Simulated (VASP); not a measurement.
A run of VASP 6.6.1 is set up as follows.

INCAR

```
PREC = Accurate
ENCUT = 580
EDIFF = 1E-7
ISMEAR = 0
SIGMA = 0.02
LREAL = False
LASPH = True
NELM = 80
ALGO = Normal
ISIF = 3
LWAVE = False
LCHARG = False
GGA = PS
IBRION = 2
NSW = 90
EDIFFG = -0.005
```

Contents of KPOINTS:

```
regular mesh
0
Gamma
  8 8 8
```

The input POSCAR:

```
BaS
1.0
    0.0000000000      3.2256756200      3.2256756200
    3.2256756200      0.0000000000      3.2256756200
    3.2256756200      3.2256756200      0.0000000000
Ba S
1 1
Direct
    0.0000000000      0.0000000000      0.0000000000
    0.5000000000      0.5000000000      0.5000000000
```

Potentials or basis: VASP PAW PBE potentials, release 64 (Ba_sv, S).

Command:

```bash
$ cat potpaw_PBE.64/Ba_sv/POTCAR potpaw_PBE.64/S/POTCAR > POTCAR
$ mpirun -np 1 vasp_std > vasp.out
```

Question: What does it give for the relaxed volume?

Answer: 32.20 Å³/atom.

Question: Predict the band gap on the k mesh.

Answer: 1.96 eV, indirect (least direct gap 2.09 eV).

Step by step:
| step | energy change (eV) | largest force (eV/Å) | pressure (GPa) | volume (Å³) |
| --- | --- | --- | --- | --- |
| 1 | 0.0000 | 0.0000 | -1.74 | 67.13 |
| 2 | -0.0141 | 0.0000 | 0.55 | 63.65 |
| 3 | -0.0154 | 0.0000 | 0.00 | 64.40 |

Caveat: the PAW data sets were made with another functional, which shifts forces and pressure a little; spin-orbit coupling is left out, which moves the levels of the heavy elements. A k mesh can miss the band edges.
